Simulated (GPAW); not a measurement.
# CsPbCl3 (Pm-3m) in GPAW: notebook, part 2 of 2

GPAW 26.7.0. Earlier steps stand in the parts before.

## (3) Equation of state, PBE+D4

run.py

```python
from ase.calculators.mixing import SumCalculator
from ase.eos import EquationOfState
from ase.io import Trajectory, read
from ase.units import GPa
from dftd4.ase import DFTD4
from gpaw import GPAW, PW

atoms = read('CsPbCl3.cif')

traj = Trajectory('eos.traj', 'w')
volumes, energies = [], []
for x in [0.94, 0.96, 0.98, 1.0, 1.02, 1.04, 1.06]:
    a = atoms.copy()
    a.set_cell(atoms.cell * x**(1 / 3), scale_atoms=True)
    calc = GPAW(mode=PW(600),
                xc='PBE',
                kpts={'size': (4, 4, 4), 'gamma': True},
                occupations={'name': 'fermi-dirac', 'width': 0.05},
                nbands=37,
                convergence={'density': 1e-05, 'energy': 1e-05},
                maxiter=150,
                txt=f'eos-{x:.2f}.txt')
    a.calc = SumCalculator([calc, DFTD4(method='pbe')])
    energies.append(a.get_potential_energy())
    volumes.append(a.get_volume())
    p = -a.get_stress()[:3].mean() / GPa
    calc.write(f'eos-{x:.2f}.gpw')
    traj.write(a)
    print(f'{x:.2f} {volumes[-1]:10.4f} A^3 {energies[-1]:14.6f} eV {p:9.3f} GPa', flush=True)

v0, e0, B = EquationOfState(volumes, energies, eos='birchmurnaghan').fit()
print(f'V0 = {v0:.4f} A^3, E0 = {e0:.6f} eV, B0 = {B / GPa:.2f} GPa')
```

CsPbCl3.cif

```cif
data_CsPbCl3
_cell_length_a 5.60500000
_cell_length_b 5.60500000
_cell_length_c 5.60500000
_cell_angle_alpha 90.00000000
_cell_angle_beta 90.00000000
_cell_angle_gamma 90.00000000
_space_group_name_H-M_alt 'P1'
_space_group_name_Hall 'P 1'
_space_group_IT_number 1
loop_
_space_group_symop_operation_xyz
'x,y,z'
loop_
_atom_site_label
_atom_site_type_symbol
_atom_site_symmetry_multiplicity
_atom_site_Wyckoff_symbol
_atom_site_fract_x
_atom_site_fract_y
_atom_site_fract_z
_atom_site_occupancy
Pb1 Pb 1 a 0.5000000000 0.5000000000 0.5000000000 1
Cs1 Cs 1 a 0.0000000000 0.0000000000 0.0000000000 1
Cl1 Cl 1 a 0.5000000000 0.0000000000 0.5000000000 1
Cl2 Cl 1 a 0.0000000000 0.5000000000 0.5000000000 1
Cl3 Cl 1 a 0.5000000000 0.5000000000 0.0000000000 1
```

Potentials or basis: GPAW PAW data sets (gpaw-data 1.2.1), pw.

On the command line:

```sh
$ OMP_NUM_THREADS=1 python run.py
```

Wall time 3.4 min (1 thread of Arm Neoverse V2, shared host); peak memory 0.38 GiB.

Results (log left out):

```
Equilibrium volume                      : 36.63 Å³/atom
Bulk modulus                            : 24 GPa
Pressure derivative of the bulk modulus : 4.6
```

Energy against volume, from the lowest point:
```
volume (Å³/atom)  energy (meV/atom)
          33.104              30.67
          33.809              18.86
          34.513              10.21
          35.217               4.36
          35.922               1.03
          36.626               0.00
          37.330               0.96
```

## (4) Equation of state, PBEint

Changes to run.py since step 3:

```diff
@@ -1,2 +1 @@
-from ase.calculators.mixing import SumCalculator
 from ase.eos import EquationOfState
@@ -4,6 +3,7 @@
 from ase.units import GPa
-from dftd4.ase import DFTD4
-from gpaw import GPAW, PW
+from gpaw import GPAW, PW, setup_paths
 
-atoms = read('CsPbCl3.cif')
+setup_paths.insert(0, '.')
+
+atoms = read('POSCAR')
 
@@ -15,3 +15,3 @@
     calc = GPAW(mode=PW(600),
-                xc='PBE',
+                xc='GGA_X_PBEINT+GGA_C_PBEINT',
                 kpts={'size': (4, 4, 4), 'gamma': True},
@@ -22,4 +22,4 @@
                 txt=f'eos-{x:.2f}.txt')
-    a.calc = SumCalculator([calc, DFTD4(method='pbe')])
-    energies.append(a.get_potential_energy())
+    a.calc = calc
+    energies.append(a.get_potential_energy(force_consistent=True))
     volumes.append(a.get_volume())
```

POSCAR

```
CsPbCl3
1.0
    5.6050000000      0.0000000000      0.0000000000
    0.0000000000      5.6050000000      0.0000000000
    0.0000000000      0.0000000000      5.6050000000
Pb Cs Cl
1 1 3
Direct
    0.5000000000      0.5000000000      0.5000000000
    0.0000000000      0.0000000000      0.0000000000
    0.5000000000      0.0000000000      0.5000000000
    0.0000000000      0.5000000000      0.5000000000
    0.5000000000      0.5000000000      0.0000000000
```

Potentials or basis: PAW data sets generated in the run's folder for this functional, pw.

On the command line:

```sh
$ gpaw-setup -f GGA_X_PBEINT+GGA_C_PBEINT Cl Cs Pb
$ OMP_NUM_THREADS=1 python run.py
```

Output:

```text
__  _  _
 | _ |_)|_||  |
 |__||  | ||/\| - 26.7.0

Input parameters:
  mode=PW(ecut=600.0),
  convergence={'density': 1e-05, 'energy': 1e-05},
  kpts=MonkhorstPack(size=(4, 4, 4), gamma=True),
  maxiter=150,
  nbands=37,
  occupations=Occupations(name='fermi-dirac', width=0.05),
  xc=XC(name='GGA_X_PBEINT+GGA_C_PBEINT')

Diagonalizing LCAO Hamiltonian
Converting LCAO to pw mode
    .------------.
   /|            |
  / |            |
 *  |            |
 |  |            |
 | Cl    Pb      |
 |  |   Cl       |
 |  .------------.
 | /     Cl     /
 |/            /
 Cs-----------*

Atoms  # Å, Bohr magnetons
|   | symbol |        x |        y |        z |    initial magnetic moments |
|---|--------|----------|----------|----------|-----------------------------|
| 0 |     Pb | 2.745290 | 2.745290 | 2.745290 | ( 0.0000,  0.0000,  0.0000) |
| 1 |     Cs | 0.000000 | 0.000000 | 0.000000 | ( 0.0000,  0.0000,  0.0000) |
| 2 |     Cl | 2.745290 | 0.000000 | 2.745290 | ( 0.0000,  0.0000,  0.0000) |
| 3 |     Cl | 0.000000 | 2.745290 | 2.745290 | ( 0.0000,  0.0000,  0.0000) |
| 4 |     Cl | 2.745290 | 2.745290 | 0.000000 | ( 0.0000,  0.0000,  0.0000) |

Unit cell  # Å
| periodic |        x |        y |        z |  lengths |    angles |
|----------|----------|----------|----------|----------|-----------|
|      yes | 5.490580 | 0.000000 | 0.000000 | 5.490580 | 90.000000 |
|      yes | 0.000000 | 5.490580 | 0.000000 | 5.490580 | 90.000000 |
|      yes | 0.000000 | 0.000000 | 5.490580 | 5.490580 | 90.000000 |

Number of symmetries: 48
Symmetry operations  # r_c * U_cc + t_c -> r_c
|    | kind |            matrix            |
[... 196 lines left out ...]

convergence criteria:
- Maximum integral of absolute [dens]ity change: 1e-05 electrons / valence electron
- Maximum [total energy] change in last 3 cyles: 1e-05 eV / valence electron
- Maximum integral of absolute [eigenst]ate change: 4e-08 eV^2 / valence electron
maximum number of iterations: 150

SCF iterations
|iter     | |      energy | eigst |  dens |
|---------|-|-------------|-------|-------|
|iter:   1| |  -18.297769 | -0.01 |       |
|iter:   2| |  -18.231271 | -1.69 | -1.29 |
|iter:   3| |  -17.785117 | -1.83 | -1.33 |
|iter:   4| |  -17.775843 | -3.04 | -1.79 |
|iter:   5| |  -17.779346 | -4.02 | -2.26 |
|iter:   6| |  -17.779755 | -4.90 | -2.91 |
|iter:   7| |  -17.779785c| -6.12 | -3.55 |
|iter:   8| |  -17.779792c| -6.87 | -3.97 |
|iter:   9| |  -17.779792c| -7.98c| -4.84 |
|iter:  10| |  -17.779792c| -8.19c| -5.35c|

Converged in 10 steps
Energy contributions relative to reference atoms: (reference = -816457.526925)

Energy contributions:
  Kinetic:          37.628978
  Coulomb:         -36.515846
  Zero:             -0.033874
  External:          0.000000
  Xc:              -18.859050
  Entropy:          -0.000000
  Spinorbit:         0.000000
  ----------------------------
  Free energy:     -17.779792
  Extrapolated:    -17.779792

dipole moment: (-51.445368, -51.445368, -51.445368)  # |e|*Ang

Fermi level: 4.742
Eigenvalues  # (at kpt = [0.000, 0.000, 0.000])
| band index |      eig [eV] | occ [0-2] |
|------------|---------------|-----------|
|          0 |       -17.739 |     2.000 |
|        ... |               |           |
|         14 |        -1.400 |     2.000 |
|         15 |        -1.400 |     2.000 |
|         16 |         0.800 |     2.000 |
|         17 |         0.800 |     2.000 |
|         18 |         0.800 |     2.000 |
|         19 |         0.939 |     2.000 |
[... 8 lines left out ...]
|         28 |        10.193 |     0.000 |
|         29 |        10.193 |     0.000 |
|        ... |               |           |
|         36 |        14.688 |     0.000 |

Gap: 1.475 eV
Transition (v -> c):
  (s=0, k=9, n=21, [0.50, 0.50, 0.50]) -> (s=0, k=9, n=22, [0.50, 0.50, 0.50])
No difference between direct/indirect transitions

Stress tensor  # eV/Ang^3
|         x |         y |         z |
|-----------|-----------|-----------|
| -0.018123 | -0.000000 |  0.000000 |
| -0.000000 | -0.018123 |  0.000000 |
|  0.000000 |  0.000000 | -0.018123 |

# Writing to eos-0.94.gpw (mode='')
```

stdout:

```text
0.94   165.5216 A^3     -17.779792 eV     2.904 GPa
0.96   169.0433 A^3     -17.837124 eV     2.180 GPa
0.98   172.5651 A^3     -17.879266 eV     1.533 GPa
1.00   176.0868 A^3     -17.907923 eV     0.953 GPa
1.02   179.6086 A^3     -17.924444 eV     0.434 GPa
1.04   183.1303 A^3     -17.929648 eV    -0.032 GPa
1.06   186.6520 A^3     -17.925581 eV    -0.448 GPa
V0 = 183.2848 A^3, E0 = -17.929822 eV, B0 = 23.04 GPa
```

Run time: 3.6 min. Hardware: 1 thread of Arm Neoverse V2, shared host; peak memory 0.39 GiB.

Results:

| Item | Value |
| --- | --- |
| Equilibrium volume | 36.66 Å³/atom |
| Bulk modulus | 23 GPa |
| Pressure derivative of the bulk modulus | 4.7 (rough: it moves with the points fitted) |

Energy against volume, from the lowest point:
| volume (Å³/atom) | energy (meV/atom) |
| --- | --- |
| 33.104 | 29.97 |
| 33.809 | 18.50 |
| 34.513 | 10.08 |
| 35.217 | 4.35 |
| 35.922 | 1.04 |
| 36.626 | 0.00 |
| 37.330 | 0.81 |

Spin-orbit coupling is left out, which matters for the levels of Cs, Pb. Zero-point motion and thermal expansion aren't in these numbers.

## (5) Single point, TB-mBJ

run.py

```python
from ase.dft.bandgap import bandgap
from ase.io import read, write
from gpaw import GPAW, PW

atoms = read('CsPbCl3.cif')

calc = GPAW(mode=PW(600),
            xc='TB09',
            kpts={'size': (4, 4, 4), 'gamma': True},
            occupations={'name': 'fermi-dirac', 'width': 0.05},
            nbands=37,
            convergence={'density': 1e-05, 'energy': 1e-05},
            eigensolver='cg',
            maxiter=150,
            txt='gpaw.txt')
atoms.calc = calc
energy = atoms.get_potential_energy()
calc.write('gs.gpw')
write('result.traj', atoms)
print('Fermi level:', round(calc.get_fermi_level(), 4), 'eV')
print(f'Gap: {bandgap(calc)[0]:.4f} eV, direct: {bandgap(calc, direct=True)[0]:.4f} eV')
```

CsPbCl3.cif is that of step 3.

Potentials or basis: GPAW PAW data sets for LDA (gpaw-data 1.2.1), pw.

On the command line:

```sh
$ OMP_NUM_THREADS=1 python run.py
```

Run time: 2.6 min. Hardware: 1 thread of Arm Neoverse V2, shared host; peak memory 0.45 GiB.

The run converged. Its results:

```yaml
Band_gap_on_the_k_mesh: 2.86 eV, direct
```

Levels at points of the mesh, in eV from the valence-band top:
```csv
k point,band 18,band 19,band 20,band 21,band 22,band 23,band 24,band 25,band 26,band 27
"(0.00, 0.00, 0.00)",-3.06,-3.06,-2.99,-2.99,-2.99,5.31,5.64,5.64,6.08,6.08
"(0.50, 0.00, 0.00)",-3.13,-3.12,-3.06,-3.06,-1.90,3.76,6.10,6.10,6.19,6.34
"(0.50, 0.50, 0.00)",-3.20,-3.18,-3.18,-2.72,-0.90,3.32,3.32,5.69,6.34,6.77
"(0.50, 0.50, 0.50)",-3.26,-2.72,-2.72,-2.72,0.00,2.86,2.86,2.86,6.35,6.35
```

Caveat: a model potential gives levels but no total energy; the PAW data sets were made with another functional, which shifts forces and pressure a little; spin-orbit coupling is left out, which as a rule narrows the gap of such compounds by several tenths of an eV.

## (6) The runs side by side

```csv
task,level,potentials or basis,V0 of scaled cells (Å³/atom),B0 (GPa)
equation of state,r2SCAN,"GPAW PAW data sets (gpaw-data 1.2.1), pw",-,-
equation of state,PBE+D4,"GPAW PAW data sets (gpaw-data 1.2.1), pw",36.63,24
equation of state,PBEint,"PAW data sets generated in the run's folder for this functional, pw",36.66,23
single point,TB-mBJ,"GPAW PAW data sets for LDA (gpaw-data 1.2.1), pw",-,-
```

Alike in all rows: no spin polarisation; cell as given; k mesh 4 × 4 × 4; cutoff (eV) 600; smearing fermi-dirac 0.05 eV.

Caveats: the PAW data sets were made with another functional, which shifts forces and pressure a little (some runs); the points scatter about the fit (some runs); a model potential gives levels but no total energy (some runs); spin-orbit coupling is left out, which as a rule narrows the gap of such compounds by several tenths of an eV (some runs).

Total energies depend on the potentials used, so only differences within one code and one set of settings carry meaning.
